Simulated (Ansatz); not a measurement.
## Calculated ¹⁷⁷Hf nuclear quadrupole resonance for Hf3N4 at a changed volume

Cell: an entry of the Crystallography Open Database (COD), relaxed with PBE at fixed cell and then changed (volume scaled by 1.06, ions relaxed).

```
Hf N
1.0
    -3.41621    3.41621    3.41621
     3.41621   -3.41621    3.41621
     3.41621    3.41621   -3.41621
Hf N
6 8
Direct
  0.25000 0.62500 0.37500
  0.37500 0.25000 0.62500
  0.75000 0.87500 0.12500
  0.12500 0.75000 0.87500
  0.62500 0.37500 0.25000
  0.87500 0.12500 0.75000
  0.12131 0.12131 0.12131
  0.87869 0.50000 0.00000
  0.50000 0.00000 0.37869
  0.00000 0.87869 0.50000
  0.37869 0.50000 0.00000
  0.62131 0.62131 0.62131
  0.00000 0.37869 0.50000
  0.50000 0.00000 0.87869
```

Atom numbers follow the list; atoms alike are taken as one site, whose name carries the number of the first.

The numbers come from a DFT calculation in Ansatz (PBE, plane waves and PAW, scalar-relativistic, 420 eV cutoff, Γ-centred 6×6×6 k-points, Fermi–Dirac smearing 0.02 eV).

¹⁷⁷Hf: I = 7/2, Q = 3365 mb (year-2017 value). Static lattice, zero field.

Q: At which frequencies do the ¹⁷⁷Hf NQR lines lie?

A: For I = 7/2 and η = 0 the lines are |C_Q|/14 times 1, 2 and 3; η shifts the lowest up most.

```tsv
site	atoms	V_zz (10²¹ V/m²)	C_Q (MHz)	η	line frequencies (MHz)
Hf	1, 2, 3, 4, 5, 6	36.0	2926	0.00	209.0, 418.0, 627.0
```

Q: And for 179Hf (I = 9/2, Q = 3793 mb) on Hf?

A: C_Q scales with Q to 3298 MHz, with lines at 137.4, 274.8, 412.3, 549.7 MHz.

An axis of threefold or higher order runs through Hf, so V_zz lies along it and η is zero.

Without spin–orbit coupling the gradients at and beside Hf can be off by some per cent, at some sites by more. At this changed cell the PBE pressure is -7 GPa.
